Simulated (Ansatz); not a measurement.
KTaO3, DFT, PBE, all-electron PAW with datasets made for the crystal, scalar-relativistic (Ansatz 0.2.0), run on 2 threads of Arm Neoverse V1 on a shared host.

The geometry is COD entry 2102087, unchecked; take it as a test cell.

Command: `ansatz run input.yaml --threads 2 --pin off --max-ram 6144MiB --backend cpu --events-out ev --progress --plain --runs-dir out`

```yaml
crystal:
  lattice:
    - [3.9883, 0.0, 0.0]
    - [0.0, 3.9883, 0.0]
    - [0.0, 0.0, 3.9883]
  atoms:
    - { symbol: K, position: [0.5, 0.5, 0.5] }
    - { symbol: Ta, position: [0.0, 0.0, 0.0] }
    - { symbol: O, position: [0.5, 0.0, 0.0] }
    - { symbol: O, position: [0.0, 0.5, 0.0] }
    - { symbol: O, position: [0.0, 0.0, 0.5] }
kpoints:
  mp_grid: { grid: [5, 5, 5] }
  band_path:
    path:
      - [0.0, 0.0, 0.0]
      - [0.0, 0.5, 0.0]
      - [0.5, 0.5, 0.0]
      - [0.0, 0.0, 0.0]
      - [0.5, 0.5, 0.5]
      - [0.0, 0.5, 0.0]
      - [0.5, 0.5, 0.5]
      - [0.5, 0.5, 0.0]
    npoints: 8
scf:
  occupations: { method: fermi_dirac, width: 0.01 }
hamiltonian:
  xc: pbe
  pseudopotentials: { kind: all_electron, datasets: crystal }
output:
  forces: true
  stress: true
  eigenvalues: true
  efg: { contact_densities: true }
```

(1) How large is the problem that the program sets up?

(2) Estimate the wall time and the peak memory.

(3) And the same cell and mesh by all-electron LAPW, asked for forces, stress, eigenvalues, populations, dos and the same band path, on the same hardware?

(4) And the same cell and mesh by PAW (frozen-core files), asked for forces, stress, eigenvalues, efg, populations, bader, dos, write_density, write_potential, elf and the same band path, on the same hardware?

Results:

(1) 10 irreducible k-points, 1839 plane waves at Γ, 33 bands.

(2) 20 s of wall time for 9 SCF iterations, with a peak of 0.91 GiB. Times on shared machines scatter by tens of per cent.

(3) 55 s, peak memory 0.51 GiB.

(4) 25 s, peak memory 0.39 GiB.
